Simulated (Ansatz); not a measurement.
Results of PBE0-D3(BJ) (Ansatz, a quantum-chemistry and plane-wave program, plane waves, PAW) for zinc-blende InN (metastable phase).

Run with plane-wave cutoff 460 eV, 10×10×10 k mesh, Fermi–Dirac smearing 0.01 eV, scalar-relativistic PAW data made under PBE.

On both sides of the equilibrium volume: at 14.696 Å³/atom the pressure is 4.80 GPa and the direct gap at Γ 1.261 eV; at 15.575 Å³/atom they are -4.12 GPa and 1.024 eV. The fitted bulk modulus is 153 GPa.

**Question.** Work out the volume deformation potential of this gap and its pressure coefficient, in two ways.

**Answer.** a_V = dE_g/d ln V = (1.024 − 1.261)/ln(15.575/14.696) = -4.08 eV. Since dP = −B d ln V, dE_g/dP = −a_V/B = 27 meV/GPa. Straight from the pressures: (1.261 − 1.024)/(4.80 − (-4.12)) = 27 meV/GPa. At this level and over this range the gap at Γ widens under pressure.

Spin–orbit coupling is not included.
